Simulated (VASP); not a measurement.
**VASP 6.6.1 run: SrO**

INCAR

```
IBRION = -1
NSW = 0
NBANDS = 9
ENCUT = 700
SIGMA = 0.02
LWAVE = .FALSE.
PREC = Accurate
ISIF = 2
LCHARG = .FALSE.
NELM = 120
GGA = PE
ISMEAR = -1
LASPH = .TRUE.
EDIFF = 1E-8
LREAL = .FALSE.
```

KPOINTS

```
KPOINTS created by Atomic Simulation Environment
0
Gamma
8 8 8
0 0 0
```

POSCAR

```
Sr O
 1.0000000000000000
     0.0864678396000000    2.5889633957000000    2.5889633957000000
     2.5889633957000000    0.0864678396000000    2.5889633957000000
     2.5889633957000000    2.5889633957000000    0.0864678396000000
 Sr  O
   1   1
Cartesian
  0.0000000000000000  0.0000000000000000  0.0000000000000000
  2.6321973155000005  2.6321973155000005  2.6321973155000005
```

The recommended PBE PAW datasets give the neutral cell 16 valence electrons.

Command

```
mpirun -np 1 vasp_std
```

OSZICAR

```
N       E                     dE             d eps       ncg     rms          rms(c)
DAV:   1     0.113162756500E+03    0.11316E+03   -0.10906E+04  1170   0.221E+03
DAV:   2    -0.111133387282E+02   -0.12428E+03   -0.11930E+03  1885   0.338E+02
DAV:   3    -0.141206484747E+02   -0.30073E+01   -0.29971E+01  1279   0.645E+01
DAV:   4    -0.142036336110E+02   -0.82985E-01   -0.82917E-01  1770   0.819E+00
DAV:   5    -0.142044421316E+02   -0.80852E-03   -0.80839E-03  1293   0.842E-01    0.174E+01
DAV:   6    -0.120737645453E+02    0.21307E+01   -0.16646E+01  1219   0.330E+01    0.232E+01
DAV:   7    -0.120024099977E+02    0.71355E-01   -0.99087E-01  1450   0.107E+01    0.122E+01
DAV:   8    -0.119911343113E+02    0.11276E-01   -0.14683E-01  1237   0.498E+00    0.247E+00
DAV:   9    -0.119927877508E+02   -0.16534E-02   -0.22587E-02  1588   0.158E+00    0.269E-01
DAV:  10    -0.119936783407E+02   -0.89059E-03   -0.15866E-03  1231   0.517E-01    0.165E-01
DAV:  11    -0.119937451621E+02   -0.66821E-04   -0.11979E-04  1309   0.126E-01    0.845E-02
DAV:  12    -0.119937505602E+02   -0.53981E-05   -0.10726E-05  1717   0.304E-02    0.391E-02
DAV:  13    -0.119937514050E+02   -0.84484E-06   -0.93611E-06  1405   0.295E-02    0.757E-03
DAV:  14    -0.119937511430E+02    0.26196E-06   -0.12602E-06  1291   0.133E-02    0.292E-03
DAV:  15    -0.119937511218E+02    0.21251E-07   -0.69066E-08  1290   0.339E-03    0.977E-04
DAV:  16    -0.119937511418E+02   -0.19975E-07   -0.37781E-09   685   0.721E-04    0.745E-04
DAV:  17    -0.119937511532E+02   -0.11451E-07   -0.14073E-09   650   0.363E-04    0.841E-05
DAV:  18    -0.119937511535E+02   -0.26716E-09   -0.39671E-10   638   0.209E-04
   1 F= -.11993751E+02 E0= -.11993751E+02  d E =-.483758E-11
```

From OUTCAR

```
k-points           NKPTS =     65   k-points in BZ     NKDIM =     65   number of bands    NBANDS=      9

   NELECT =      16.0000    total number of electrons

   dimension x,y,z NGX =    32 NGY =   32 NGZ =   32
   dimension x,y,z NGXF=    64 NGYF=   64 NGZF=   64

  energy-cutoff  :      700.00
  volume of cell :       32.97
      direct lattice vectors                 reciprocal lattice vectors
     0.086467840  2.588963396  2.588963396    -0.203082285  0.196518825  0.196518825
     2.588963396  0.086467840  2.588963396     0.196518825 -0.203082285  0.196518825
     2.588963396  2.588963396  0.086467840     0.196518825  0.196518825 -0.203082285

 k-points in reciprocal lattice and weights: KPOINTS created by Atomic Simulation Env
   0.00000000  0.00000000  0.00000000       0.002
   0.12500000 -0.00000000 -0.00000000       0.012
   0.25000000 -0.00000000 -0.00000000       0.012
   0.37500000  0.00000000 -0.00000000       0.012
   0.50000000 -0.00000000 -0.00000000       0.006
   0.12500000  0.12500000 -0.00000000       0.012
   0.25000000  0.12500000 -0.00000000       0.023
   0.37500000  0.12500000  0.00000000       0.023
   ...

 E-fermi :   2.2703

 k-point     1 :       0.0000    0.0000    0.0000
  band No.  band energies     occupation
      1     -30.4934      2.00000
      2     -13.3111      2.00000
      3     -12.1187      2.00000
      4     -12.0803      2.00000
      5     -12.0803      2.00000
      6       1.7469      2.00000
      7       1.8595      2.00000
      8       1.8595      2.00000
      9       5.9845      0.00000

 k-point     2 :       0.1250   -0.0000   -0.0000
  band No.  band energies     occupation
      1     -30.4692      2.00000
      2     -13.6748      2.00000
      3     -12.1244      2.00000
      4     -12.0994      2.00000
      5     -11.7827      2.00000
      6       1.3793      2.00000
      7       1.5333      2.00000
      8       1.6570      2.00000
      9       6.6963      0.00000

 k-point     3 :       0.2500   -0.0000   -0.0000
  band No.  band energies     occupation
      1     -30.4101      2.00000
      2     -14.2672      2.00000
      3     -12.1493      2.00000
      4     -12.1447      2.00000
      5     -11.3378      2.00000
      6       0.5244      2.00000
      7       1.0406      2.00000
      8       1.2205      2.00000
      9       7.9243      0.00000

 k-point     4 :       0.3750    0.0000   -0.0000
  band No.  band energies     occupation
      1     -30.3498      2.00000
      2     -14.7185      2.00000
      3     -12.1891      2.00000
      4     -12.1735      2.00000
      5     -11.0339      2.00000
      6      -0.1615      2.00000
      7       0.6158      2.00000
      8       0.8393      2.00000
      9       8.2187      0.00000

 k-point     5 :       0.5000   -0.0000   -0.0000
  band No.  band energies     occupation
      1     -30.3246      2.00000
      2     -14.8843      2.00000
      3     -12.2072      2.00000
      4     -12.1832      2.00000
      5     -10.9289      2.00000
      6      -0.4171      2.00000
      7       0.4541      2.00000
      8       0.6937      2.00000
      9       8.4594      0.00000

 ...

  Total        1.3094227      1.3094227      1.3094227     -0.4106704     -0.4106704     -0.4106704
  in kB       63.6349028     63.6349028     63.6349028    -19.9576289    -19.9576289    -19.9576289
  external PRESSURE =      63.6349028 kB  Pullay stress =       0.0000000 kB

 POSITION                                       TOTAL-FORCE (eV/Angst)
 -----------------------------------------------------------------------------------
      0.00000      0.00000      0.00000        -0.000000      0.000000      0.000000
      2.63220      2.63220      2.63220         0.000000     -0.000000     -0.000000
 -----------------------------------------------------------------------------------
    total drift:                                0.000000     -0.000000      0.000000

  FREE ENERGIE OF THE ION-ELECTRON SYSTEM (eV)
  ---------------------------------------------------
  free  energy   TOTEN  =       -11.9937511535 eV

  energy  without entropy=      -11.9937511535  energy(sigma->0) =      -11.99375115
```

It converged. Results: gap between bands v and c on the k mesh 3.19 eV; least direct gap on the k mesh 3.26 eV; pressure 6.4 GPa. Band v is the last that the valence electrons fill when counted band by band, and c is the next.

For comparison, a separate PBE run of the intended cell, on usual settings and not on those above, gives a gap of 3.19 eV on its mesh and a pressure of 6.5 GPa.

The run above took about 26 s on one core of a shared host (Intel Xeon Platinum 8488C) and held 0.19 GiB at most.
